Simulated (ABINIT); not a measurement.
The system is TiC.

```
CELL_PARAMETERS angstrom
0.00000 2.16572 2.16572
2.16572 0.00000 2.16572
2.16572 2.16572 0.00000
ATOMIC_POSITIONS crystal
Ti 0.00000 0.00000 0.00000
C 0.50000 0.50000 0.50000
```

The cell is a database's computed one.

Base run:

| Property | Result |
| --- | --- |
| Program | ABINIT 10.8.3 (patched build) |
| Functional | PW91 |
| Potentials or basis | JTH PAW PBE v2.0 |
| Cutoff | 517 eV |
| k mesh | 11 × 11 × 11 |
| Occupations | fermi-dirac, width 0.05 eV |
| Spin | no spin polarisation |

Its results: band gap on the k mesh none (metal or under the smearing width); pressure 0.5 GPa.

Task: The run is repeated on the same cell with these changes: functional from PW91 to rPW86PBE. What comes out?

Result: Band gap on the k mesh none (metal or under the smearing width); pressure 7.8 GPa.

Caveats: the PAW data sets were made with another functional, which shifts forces and pressure a little.
